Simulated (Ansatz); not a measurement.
**Lutetium, fcc under BLYP: ground state and equation of state**

Aim: take lutetium in the fcc structure, relax it, solve it on a dense k-mesh, then scale the cell to 7 volumes from 88 to 112 % of the relaxed one and try a fit of the equation of state. Spin polarisation is left out. The k-meshes are 11×11×11 for the relaxation; 18×18×18 for the dense run; 12×12×12 for the volumes.

This is Lu in the fcc structure; at room conditions it is hcp.

Computed with Ansatz 0.2.0 (DFT BLYP, plane waves (420 eV) with PAW, scalar-relativistic; the PAW data stem from PBE, with regenerated cores, unless a step says otherwise).

## (1) The starting structure

It takes space group Fm-3m (No. 225, cubic). Conventional cell: a = 4.905 Å, b = 4.905 Å, c = 4.905 Å, α = 90.00°, β = 90.00°, γ = 90.00°. Around Lu (site symmetry m-3m) lie 12 Lu at 3.47 Å.

As a file:

```xyz
1
Lattice="0.0000 2.4523 2.4523 2.4523 0.0000 2.4523 2.4523 2.4523 0.0000" Properties=species:S:1:pos:R:3 pbc="T T T"
Lu    0.0000    0.0000    0.0000
```

## (2) Relaxing cell and atoms

The input, input.yaml:

```yaml
crystal:
  lattice:
    - [0.0, 2.4523337552, 2.4523337552]
    - [2.4523337552, 0.0, 2.4523337552]
    - [2.4523337552, 2.4523337552, 0.0]
  atoms:
    - { symbol: Lu, position: [0.0, 0.0, 0.0] }
hamiltonian:
  xc: blyp
  pseudopotentials:
    kind: paw
    azcp:
      Lu: "pseudopotentials/Lu.paw.azcp"
basis:
  ecutwfc: 420
  fft_grid_basis: typed
kpoints:
  mp_grid: { grid: [11, 11, 11], shift: [0, 0, 0] }
magnetization:
  spin_polarized: false
scf:
  occupations: { method: fermi_dirac, width: 0.1 }
relax:
  max_steps: 60
  f_tol: 0.01
  cell: {}
```

The run is started by

```bash
ansatz run input.yaml --threads 2 --pin off --max-ram 5120MiB --backend cpu --events-out ev --progress --plain --runs-dir out
```

The program printed, cut to the lines that bear on the results:

```text
Warning: RAYON_NUM_THREADS=2 ignored (pool sized by the plan → 2); use --threads N
[...]
Pseudopotentials: kind: paw
Pseudopotential: Lu, paw, valence charge 25, recommended cutoff 420 eV (normal), <dir>
Functional definition: BLYP
[...]
Crystal: 1 atoms, lattice volume = 29.496 Å³
Basis set: ecut = 420 eV, 561 PW (Γ), exchange–correlation on 48×48×48 points (8 copies of the dense FFT grid, shifted against one another)
Bands: 17, of which v1, the nominal top of the filled ones, is band 13 counted from 1 (12 counted from 0)
Symmetry: 48 space group operations
Space group: Fm-3m (ITA 225), of the structure as read, at distance tolerance 3.1e-5 Å
k-points: 56 of 1331
[...]
SCF iter   1: F=—  HF=-14755.892006 eV  |F-HF|=—  |Δ(HF+E_count)|=         —  Δρ=5.85e-3  dr2=7.77e-3  ethr=1.77e-3  ⟨swp⟩=5.1  Hψ=5184  notcnv=0
[...]
relax step   1: F+E_penalty+E_count = -14755.88646798 eV  Δ(F+E_penalty+E_count) = +0.000e0 eV  max|allowed force component| = 0.000e0 eV/Å  Δτ_max = 0.0000 Å  P = +0.288 GPa  Ω = 29.496 Å³  (10 SCF iters, dr2 threshold 1.00e-7 eV, accepted)
[...]
relax step   2: F+E_penalty+E_count = -14755.88660048 eV  Δ(F+E_penalty+E_count) = -1.325e-4 eV  max|allowed force component| = 0.000e0 eV/Å  Δτ_max = 0.0000 Å  P = +0.015 GPa  Ω = 29.689 Å³  energy of the carried Pulay correction = -4.891e-5 eV  (4 SCF iters, dr2 threshold 1.00e-7 eV, accepted)
[...]
relax step   3: F+E_penalty+E_count = -14755.88664883 eV  Δ(F+E_penalty+E_count) = -4.834e-5 eV  max|allowed force component| = 0.000e0 eV/Å  Δτ_max = 0.0000 Å  P = +0.017 GPa  Ω = 29.689 Å³  stress off target by 1.66e-2 GPa  SCF on the basis re-selected at this cell (its energy is not [...]
SCF converged after 8 iterations
Free energy (F): -14755.886649 eV
[...]
E sigma→0 (E₀):  -14755.861414 eV
Entropy (-TS):   -0.050469 eV (-50.469 meV/atom)
Fermi energy:    13.965426 eV
[...]
--- Forces (eV/Å), atoms counted from 1 ---
  atom   1  Lu     0.00000000    -0.00000000     0.00000000
[...]
--- Stress (GPa, compression-positive) ---
        0.016631      -0.000000      -0.000000
       -0.000000       0.016631      -0.000000
       -0.000000      -0.000000       0.016631
  P = ⅓ Tr σ = 0.0166 GPa (0.166 kbar)
--- Relaxed structure (2 steps of the walk, 2 accepted, 1 SCFs on fresh bases) ---
  F+E_penalty+E_count = -14755.88664883 eV   max|allowed force component| = 0.000e0 eV/Å   (the final SCF, on the basis selected at the relaxed cell)
  cell:  # Å, volume = 29.6888 Å³
    - [-3.601187771906402e-35, 2.457655302225766, 2.457655302225766]
    - [2.457655302225766, -2.149610076377827e-35, 2.457655302225766]
    - [2.457655302225766, 2.457655302225766, -1.4515776955285747e-35]
  atoms:
    - { symbol: Lu, position: [0.0, 0.0, 0.0] }
```

Run time: 2 s. Hardware: 2 threads of Intel Xeon 6975P-C (Granite Rapids), shared host; peak memory 0.38 GiB.

Step by step:

| step | energy change (meV/atom) | largest force (eV/Å) | pressure (GPa) | volume (Å³/atom) |
| --- | --- | --- | --- | --- |
| 1 | 0.00 | 0.0000 | 0.29 | 29.496 |
| 2 | -0.13 | 0.0000 | 0.02 | 29.689 |
| 3 | -0.18 | 0.0000 | 0.02 | 29.689 |

Steps that repeat a cell are solved on a basis chosen anew, so their changes of energy are no gain of the relaxation.

The cell of the run, before and after:

|  | before | after | change |
| --- | --- | --- | --- |
| a (Å) | 3.468 | 3.476 | +0.2 % |
| b (Å) | 3.468 | 3.476 | +0.2 % |
| c (Å) | 3.468 | 3.476 | +0.2 % |
| volume (Å³/atom) | 29.496 | 29.689 | +0.7 % |
| shortest distance (Å) | 3.468 | 3.476 | +0.2 % |
| space group (spins left aside) | Fm-3m | Fm-3m | same |

## (3) Single point on a dense mesh

The input, input.yaml:

```yaml
crystal:
  lattice:
    - [0.0, 2.4576553022, 2.4576553022]
    - [2.4576553022, 0.0, 2.4576553022]
    - [2.4576553022, 2.4576553022, 0.0]
  atoms:
    - { symbol: Lu, position: [0.0, 0.0, 0.0] }
hamiltonian:
  xc: blyp
  pseudopotentials:
    kind: paw
    azcp:
      Lu: "pseudopotentials/Lu.paw.azcp"
basis:
  ecutwfc: 420
  fft_grid_basis: typed
kpoints:
  mp_grid: { grid: [18, 18, 18], shift: [0, 0, 0] }
magnetization:
  spin_polarized: false
scf:
  occupations: { method: fermi_dirac, width: 0.1 }
```

The run is started by

```bash
ansatz run input.yaml --threads 2 --pin off --max-ram 5120MiB --backend cpu --events-out ev --progress --plain --runs-dir out
```

The program printed, cut to the lines that bear on the results:

```text
Warning: RAYON_NUM_THREADS=2 ignored (pool sized by the plan → 2); use --threads N
[...]
[... 3 set-up lines as earlier in the session ...]
[...]
Crystal: 1 atoms, lattice volume = 29.689 Å³
Basis set: ecut = 420 eV, 561 PW (Γ), exchange–correlation on 48×48×48 points (8 copies of the dense FFT grid, shifted against one another)
Bands: 17, of which v1, the nominal top of the filled ones, is band 13 counted from 1 (12 counted from 0)
[... 2 set-up lines as earlier in the session ...]
k-points: 195 of 5832
[...]
SCF iter   1: F=—  HF=-14755.891589 eV  |F-HF|=—  |Δ(HF+E_count)|=         —  Δρ=5.84e-3  dr2=7.91e-3  ethr=1.77e-3  ⟨swp⟩=5.0  Hψ=18209  notcnv=0
[...]
SCF iter  10: F=-14755.886042 eV  HF=-14755.886042 eV  |F-HF|=3.20e-9  |Δ(HF+E_count)|=   4.73e-8  Δρ=5.35e-7  dr2=6.68e-11  ethr=2.51e-11  ⟨swp⟩=4.3  Hψ=11278  notcnv=0
[...]
SCF converged after 10 iterations
Free energy (F): -14755.886042 eV
[...]
E sigma→0 (E₀):  -14755.860440 eV
Entropy (-TS):   -0.051203 eV (-51.203 meV/atom)
Fermi energy:    13.967978 eV
[...]
```

It took 1.7 s on 2 threads of Intel Xeon 6975P-C (Granite Rapids), shared host; peak memory 0.42 GiB.

## (4) The cell scaled to 88 % of its volume

The input, input.yaml:

```yaml
crystal:
  lattice:
    - [0.0, 2.3551316834, 2.3551316834]
    - [2.3551316834, 0.0, 2.3551316834]
    - [2.3551316834, 2.3551316834, 0.0]
  atoms:
    - { symbol: Lu, position: [0.0, 0.0, 0.0] }
hamiltonian:
  xc: blyp
  pseudopotentials:
    kind: paw
    azcp:
      Lu: "pseudopotentials/Lu.paw.azcp"
basis:
  ecutwfc: 420
  fft_grid_basis: typed
kpoints:
  mp_grid: { grid: [12, 12, 12], shift: [0, 0, 0] }
magnetization:
  spin_polarized: false
scf:
  occupations: { method: fermi_dirac, width: 0.1 }
  lower_state_search: "off"
output:
  stress: true
```

The run is started by

```bash
ansatz run input.yaml --threads 2 --pin off --max-ram 5120MiB --backend cpu --events-out ev --progress --plain --runs-dir out
```

The program printed, cut to the lines that bear on the results:

```text
Warning: RAYON_NUM_THREADS=2 ignored (pool sized by the plan → 2); use --threads N
[...]
[... 3 set-up lines as earlier in the session ...]
[...]
Crystal: 1 atoms, lattice volume = 26.126 Å³
Basis set: ecut = 420 eV, 531 PW (Γ), exchange–correlation on 48×48×48 points (8 copies of the dense FFT grid, shifted against one another)
Bands: 17, of which v1, the nominal top of the filled ones, is band 13 counted from 1 (12 counted from 0)
[... 1 set-up line as earlier in the session ...]
Space group: Fm-3m (ITA 225), of the structure as read, at distance tolerance 3.0e-5 Å
k-points: 72 of 1728
[...]
SCF iter   1: F=—  HF=-14755.822235 eV  |F-HF|=—  |Δ(HF+E_count)|=         —  Δρ=6.04e-3  dr2=5.40e-3  ethr=1.77e-3  ⟨swp⟩=5.3  Hψ=6837  notcnv=0
[...]
SCF iter   7: F=-14755.818162 eV  HF=-14755.818162 eV  |F-HF|=3.63e-9  |Δ(HF+E_count)|=   5.59e-7  Δρ=2.54e-5  dr2=6.41e-8  ethr=4.00e-10  ⟨swp⟩=6.8  Hψ=6460  notcnv=0
[...]
SCF converged after 7 iterations
Free energy (F): -14755.818162 eV
[...]
E sigma→0 (E₀):  -14755.797152 eV
Entropy (-TS):   -0.042020 eV (-42.020 meV/atom)
Fermi energy:    16.039409 eV
[...]
--- Stress (GPa, compression-positive) ---
        6.661982      -0.000000       0.000000
        0.000000       6.661982       0.000000
       -0.000000      -0.000000       6.661982
  P = ⅓ Tr σ = 6.6620 GPa (66.620 kbar)
```

It took 0.7 s on 2 threads of Intel Xeon 6975P-C (Granite Rapids), shared host; peak memory 0.36 GiB.

## (5) The cell scaled to 92 % of its volume

Edit input.yaml of step 4 so:

```diff
@@ -2,5 +2,5 @@
   lattice:
-    - [0.0, 2.3551316834, 2.3551316834]
-    - [2.3551316834, 0.0, 2.3551316834]
-    - [2.3551316834, 2.3551316834, 0.0]
+    - [0.0, 2.3902880856, 2.3902880856]
+    - [2.3902880856, 0.0, 2.3902880856]
+    - [2.3902880856, 2.3902880856, 0.0]
   atoms:
```

The run is started by

```bash
ansatz run input.yaml --threads 2 --pin off --max-ram 5120MiB --backend cpu --events-out ev --progress --plain --runs-dir out
```

The program printed, cut to the lines that bear on the results:

```text
Warning: RAYON_NUM_THREADS=2 ignored (pool sized by the plan → 2); use --threads N
[...]
[... 3 set-up lines as earlier in the session ...]
[...]
Crystal: 1 atoms, lattice volume = 27.314 Å³
Basis set: ecut = 420 eV, 531 PW (Γ), exchange–correlation on 48×48×48 points (8 copies of the dense FFT grid, shifted against one another)
Bands: 17, of which v1, the nominal top of the filled ones, is band 13 counted from 1 (12 counted from 0)
[... 2 set-up lines as earlier in the session ...]
k-points: 72 of 1728
[...]
SCF iter   1: F=—  HF=-14755.862351 eV  |F-HF|=—  |Δ(HF+E_count)|=         —  Δρ=5.94e-3  dr2=6.07e-3  ethr=1.77e-3  ⟨swp⟩=5.2  Hψ=6739  notcnv=0
[...]
SCF iter  10: F=-14755.857461 eV  HF=-14755.857461 eV  |F-HF|=5.75e-10  |Δ(HF+E_count)|=   3.39e-8  Δρ=4.60e-7  dr2=5.01e-11  ethr=9.83e-12  ⟨swp⟩=5.6  Hψ=5176  notcnv=0
[...]
SCF converged after 10 iterations
Free energy (F): -14755.857461 eV
[...]
E sigma→0 (E₀):  -14755.834848 eV
Entropy (-TS):   -0.045227 eV (-45.227 meV/atom)
Fermi energy:    15.294123 eV
[...]
--- Stress (GPa, compression-positive) ---
        4.026492       0.000000      -0.000000
       -0.000000       4.026492       0.000000
        0.000000      -0.000000       4.026492
  P = ⅓ Tr σ = 4.0265 GPa (40.265 kbar)
```

Wall time 0.85 s (2 threads of Intel Xeon 6975P-C (Granite Rapids), shared host); peak memory 0.36 GiB.

## (6) The cell scaled to 96 % of its volume

Edit input.yaml of step 5 so:

```diff
@@ -2,5 +2,5 @@
   lattice:
-    - [0.0, 2.3902880856, 2.3902880856]
-    - [2.3902880856, 0.0, 2.3902880856]
-    - [2.3902880856, 2.3902880856, 0.0]
+    - [0.0, 2.4244396724, 2.4244396724]
+    - [2.4244396724, 0.0, 2.4244396724]
+    - [2.4244396724, 2.4244396724, 0.0]
   atoms:
```

The run is started by

```bash
ansatz run input.yaml --threads 2 --pin off --max-ram 5120MiB --backend cpu --events-out ev --progress --plain --runs-dir out
```

The program printed, cut to the lines that bear on the results:

```text
Warning: RAYON_NUM_THREADS=2 ignored (pool sized by the plan → 2); use --threads N
[...]
[... 3 set-up lines as earlier in the session ...]
[...]
Crystal: 1 atoms, lattice volume = 28.501 Å³
Basis set: ecut = 420 eV, 537 PW (Γ), exchange–correlation on 48×48×48 points (8 copies of the dense FFT grid, shifted against one another)
Bands: 17, of which v1, the nominal top of the filled ones, is band 13 counted from 1 (12 counted from 0)
[... 2 set-up lines as earlier in the session ...]
k-points: 72 of 1728
[...]
SCF iter   1: F=—  HF=-14755.884132 eV  |F-HF|=—  |Δ(HF+E_count)|=         —  Δρ=5.87e-3  dr2=6.95e-3  ethr=1.77e-3  ⟨swp⟩=5.2  Hψ=6717  notcnv=0
[...]
SCF iter  10: F=-14755.878986 eV  HF=-14755.878986 eV  |F-HF|=1.09e-10  |Δ(HF+E_count)|=   3.76e-8  Δρ=5.65e-7  dr2=6.34e-11  ethr=1.23e-11  ⟨swp⟩=5.6  Hψ=5200  notcnv=0
[...]
SCF converged after 10 iterations
Free energy (F): -14755.878986 eV
[...]
E sigma→0 (E₀):  -14755.854723 eV
Entropy (-TS):   -0.048525 eV (-48.525 meV/atom)
Fermi energy:    14.605731 eV
[...]
--- Stress (GPa, compression-positive) ---
        1.850524       0.000000      -0.000000
        0.000000       1.850524       0.000000
       -0.000000      -0.000000       1.850524
  P = ⅓ Tr σ = 1.8505 GPa (18.505 kbar)
```

Run time: 0.88 s. Hardware: 2 threads of Intel Xeon 6975P-C (Granite Rapids), shared host; peak memory 0.38 GiB.

## (7) The cell scaled to 100 % of its volume

Edit input.yaml of step 6 so:

```diff
@@ -2,5 +2,5 @@
   lattice:
-    - [0.0, 2.4244396724, 2.4244396724]
-    - [2.4244396724, 0.0, 2.4244396724]
-    - [2.4244396724, 2.4244396724, 0.0]
+    - [0.0, 2.4576553022, 2.4576553022]
+    - [2.4576553022, 0.0, 2.4576553022]
+    - [2.4576553022, 2.4576553022, 0.0]
   atoms:
```

The run is started by

```bash
ansatz run input.yaml --threads 2 --pin off --max-ram 5120MiB --backend cpu --events-out ev --progress --plain --runs-dir out
```

The program printed, cut to the lines that bear on the results:

```text
Warning: RAYON_NUM_THREADS=2 ignored (pool sized by the plan → 2); use --threads N
[...]
[... 3 set-up lines as earlier in the session ...]
[...]
Crystal: 1 atoms, lattice volume = 29.689 Å³
Basis set: ecut = 420 eV, 561 PW (Γ), exchange–correlation on 48×48×48 points (8 copies of the dense FFT grid, shifted against one another)
Bands: 17, of which v1, the nominal top of the filled ones, is band 13 counted from 1 (12 counted from 0)
[... 2 set-up lines as earlier in the session ...]
k-points: 72 of 1728
[...]
SCF iter   1: F=—  HF=-14755.891370 eV  |F-HF|=—  |Δ(HF+E_count)|=         —  Δρ=5.88e-3  dr2=8.08e-3  ethr=1.77e-3  ⟨swp⟩=5.1  Hψ=6688  notcnv=0
[...]
SCF iter  10: F=-14755.885797 eV  HF=-14755.885797 eV  |F-HF|=8.01e-9  |Δ(HF+E_count)|=   7.21e-8  Δρ=7.40e-7  dr2=1.47e-10  ethr=4.23e-11  ⟨swp⟩=5.7  Hψ=5329  notcnv=0
[...]
SCF converged after 10 iterations
Free energy (F): -14755.885797 eV
[...]
E sigma→0 (E₀):  -14755.859916 eV
Entropy (-TS):   -0.051763 eV (-51.763 meV/atom)
Fermi energy:    13.968092 eV
[...]
--- Stress (GPa, compression-positive) ---
        0.042798       0.000000       0.000000
       -0.000000       0.042798       0.000000
        0.000000       0.000000       0.042798
  P = ⅓ Tr σ = 0.0428 GPa (0.428 kbar)
```

Run time: 0.97 s. Hardware: 2 threads of Intel Xeon 6975P-C (Granite Rapids), shared host; peak memory 0.37 GiB.

## (8) The cell scaled to 104 % of its volume

Edit input.yaml of step 7 so:

```diff
@@ -2,5 +2,5 @@
   lattice:
-    - [0.0, 2.4576553022, 2.4576553022]
-    - [2.4576553022, 0.0, 2.4576553022]
-    - [2.4576553022, 2.4576553022, 0.0]
+    - [0.0, 2.4899965808, 2.4899965808]
+    - [2.4899965808, 0.0, 2.4899965808]
+    - [2.4899965808, 2.4899965808, 0.0]
   atoms:
```

The run is started by

```bash
ansatz run input.yaml --threads 2 --pin off --max-ram 5120MiB --backend cpu --events-out ev --progress --plain --runs-dir out
```

The program printed, cut to the lines that bear on the results:

```text
Warning: RAYON_NUM_THREADS=2 ignored (pool sized by the plan → 2); use --threads N
[...]
[... 3 set-up lines as earlier in the session ...]
[...]
Crystal: 1 atoms, lattice volume = 30.876 Å³
Basis set: ecut = 420 eV, 609 PW (Γ), exchange–correlation on 48×48×48 points (8 copies of the dense FFT grid, shifted against one another)
Bands: 17, of which v1, the nominal top of the filled ones, is band 13 counted from 1 (12 counted from 0)
[... 2 set-up lines as earlier in the session ...]
k-points: 72 of 1728
[...]
SCF iter   1: F=—  HF=-14755.886359 eV  |F-HF|=—  |Δ(HF+E_count)|=         —  Δρ=5.94e-3  dr2=9.32e-3  ethr=1.77e-3  ⟨swp⟩=5.1  Hψ=6652  notcnv=0
[...]
SCF iter  10: F=-14755.880369 eV  HF=-14755.880369 eV  |F-HF|=1.66e-10  |Δ(HF+E_count)|=   4.13e-8  Δρ=6.04e-7  dr2=7.55e-11  ethr=2.07e-11  ⟨swp⟩=5.8  Hψ=5301  notcnv=0
[...]
SCF converged after 10 iterations
Free energy (F): -14755.880369 eV
[...]
E sigma→0 (E₀):  -14755.852935 eV
Entropy (-TS):   -0.054867 eV (-54.867 meV/atom)
Fermi energy:    13.376158 eV
[...]
--- Stress (GPa, compression-positive) ---
       -1.465467      -0.000000       0.000000
        0.000000      -1.465467       0.000000
       -0.000000       0.000000      -1.465467
  P = ⅓ Tr σ = -1.4655 GPa (-14.655 kbar)
```

Run time: 0.94 s. Hardware: 2 threads of Intel Xeon 6975P-C (Granite Rapids), shared host; peak memory 0.38 GiB.

## (9) The cell scaled to 108 % of its volume

Edit input.yaml of step 8 so:

```diff
@@ -2,5 +2,5 @@
   lattice:
-    - [0.0, 2.4899965808, 2.4899965808]
-    - [2.4899965808, 0.0, 2.4899965808]
-    - [2.4899965808, 2.4899965808, 0.0]
+    - [0.0, 2.5215188712, 2.5215188712]
+    - [2.5215188712, 0.0, 2.5215188712]
+    - [2.5215188712, 2.5215188712, 0.0]
   atoms:
```

The run is started by

```bash
ansatz run input.yaml --threads 2 --pin off --max-ram 5120MiB --backend cpu --events-out ev --progress --plain --runs-dir out
```

The program printed, cut to the lines that bear on the results:

```text
Warning: RAYON_NUM_THREADS=2 ignored (pool sized by the plan → 2); use --threads N
[...]
[... 3 set-up lines as earlier in the session ...]
[...]
Crystal: 1 atoms, lattice volume = 32.064 Å³
Basis set: ecut = 420 eV, 609 PW (Γ), exchange–correlation on 48×48×48 points (8 copies of the dense FFT grid, shifted against one another)
Bands: 17, of which v1, the nominal top of the filled ones, is band 13 counted from 1 (12 counted from 0)
[... 1 set-up line as earlier in the session ...]
Space group: Fm-3m (ITA 225), of the structure as read, at distance tolerance 3.2e-5 Å
k-points: 72 of 1728
[...]
SCF iter   1: F=—  HF=-14755.871412 eV  |F-HF|=—  |Δ(HF+E_count)|=         —  Δρ=5.98e-3  dr2=1.04e-2  ethr=1.77e-3  ⟨swp⟩=5.2  Hψ=6698  notcnv=0
[...]
SCF iter  10: F=-14755.864679 eV  HF=-14755.864679 eV  |F-HF|=1.44e-10  |Δ(HF+E_count)|=   3.79e-8  Δρ=5.87e-7  dr2=7.59e-11  ethr=1.71e-11  ⟨swp⟩=5.9  Hψ=5338  notcnv=0
[...]
SCF converged after 10 iterations
Free energy (F): -14755.864679 eV
[...]
E sigma→0 (E₀):  -14755.835780 eV
Entropy (-TS):   -0.057798 eV (-57.798 meV/atom)
Fermi energy:    12.825619 eV
[...]
--- Stress (GPa, compression-positive) ---
       -2.728973      -0.000000      -0.000000
       -0.000000      -2.728973       0.000000
        0.000000       0.000000      -2.728973
  P = ⅓ Tr σ = -2.7290 GPa (-27.290 kbar)
```

It took 0.96 s on 2 threads of Intel Xeon 6975P-C (Granite Rapids), shared host; peak memory 0.38 GiB.

## (10) The cell scaled to 112 % of its volume

Edit input.yaml of step 9 so:

```diff
@@ -2,5 +2,5 @@
   lattice:
-    - [0.0, 2.5215188712, 2.5215188712]
-    - [2.5215188712, 0.0, 2.5215188712]
-    - [2.5215188712, 2.5215188712, 0.0]
+    - [0.0, 2.5522721322, 2.5522721322]
+    - [2.5522721322, 0.0, 2.5522721322]
+    - [2.5522721322, 2.5522721322, 0.0]
   atoms:
```

The run is started by

```bash
ansatz run input.yaml --threads 2 --pin off --max-ram 5120MiB --backend cpu --events-out ev --progress --plain --runs-dir out
```

The program printed, cut to the lines that bear on the results:

```text
Warning: RAYON_NUM_THREADS=2 ignored (pool sized by the plan → 2); use --threads N
[...]
[... 3 set-up lines as earlier in the session ...]
[...]
Crystal: 1 atoms, lattice volume = 33.251 Å³
Basis set: ecut = 420 eV, 645 PW (Γ), exchange–correlation on 50×50×50 points (8 copies of the dense FFT grid, shifted against one another)
Bands: 17, of which v1, the nominal top of the filled ones, is band 13 counted from 1 (12 counted from 0)
[... 2 set-up lines as earlier in the session ...]
k-points: 72 of 1728
[...]
SCF iter   1: F=—  HF=-14755.847410 eV  |F-HF|=—  |Δ(HF+E_count)|=         —  Δρ=5.94e-3  dr2=1.12e-2  ethr=1.77e-3  ⟨swp⟩=5.2  Hψ=6687  notcnv=0
[...]
SCF iter  10: F=-14755.840418 eV  HF=-14755.840418 eV  |F-HF|=1.56e-10  |Δ(HF+E_count)|=   3.73e-8  Δρ=5.69e-7  dr2=7.52e-11  ethr=1.51e-11  ⟨swp⟩=5.8  Hψ=5324  notcnv=0
[...]
SCF converged after 10 iterations
Free energy (F): -14755.840418 eV
[...]
E sigma→0 (E₀):  -14755.810164 eV
Entropy (-TS):   -0.060508 eV (-60.508 meV/atom)
Fermi energy:    12.312688 eV
[...]
--- Stress (GPa, compression-positive) ---
       -3.788905      -0.000000      -0.000000
       -0.000000      -3.788905      -0.000000
       -0.000000      -0.000000      -3.788905
  P = ⅓ Tr σ = -3.7889 GPa (-37.889 kbar)
```

Run time: 1.1 s. Hardware: 2 threads of Intel Xeon 6975P-C (Granite Rapids), shared host; peak memory 0.38 GiB.

## (11) Energy and pressure against volume

All volumes keep the relaxed shape and fractional coordinates.

| V (Å³/atom) | E − E₀ (meV/atom) | P from the stress (GPa) | P from the fit (GPa) |
| --- | --- | --- | --- |
| 26.126 | 62.8 | 6.66 | 6.44 |
| 27.314 | 25.2 | 4.03 | 3.81 |
| 28.501 | 5.3 | 1.85 | 1.63 |
| 29.689 | 0.1 | 0.04 | -0.17 |
| 30.876 | 7.1 | -1.47 | -1.67 |
| 32.064 | 24.2 | -2.73 | -2.92 |
| 33.251 | 49.8 | -3.79 | -3.96 |

A third-order Birch-Murnaghan fit gives V₀ = 29.565 Å³/atom, B₀ = 42 GPa and B₀′ = 3.6; it misses no point by more than 0.02 meV/atom.

Fit and stress differ a little: one follows E(σ → 0), the other the smeared free energy.

## (12) Outcome

| quantity | value |
| --- | --- |
| space group (spins left aside) | Fm-3m (No. 225) |
| conventional cell | a = 4.915 Å |
| volume | 29.689 Å³/atom |
| shortest distance | 3.476 Å |
| gap on the mesh | none (levels filled in part) |
| relative to hcp | +38 meV/atom |
| V₀, B₀, B₀′ | 29.565 Å³/atom, 42 GPa, 3.6 |

**Reading.** The relaxation enlarged the cell by 0.7 % in volume. It lies 38 meV/atom above the element's reference form at the same level (hcp, from a run of its own). No gap shows: it is a metal or semimetal at this level. B₀ comes out at 42 GPa. The symmetry was held, so the structure may be unstable against distortions that break it.
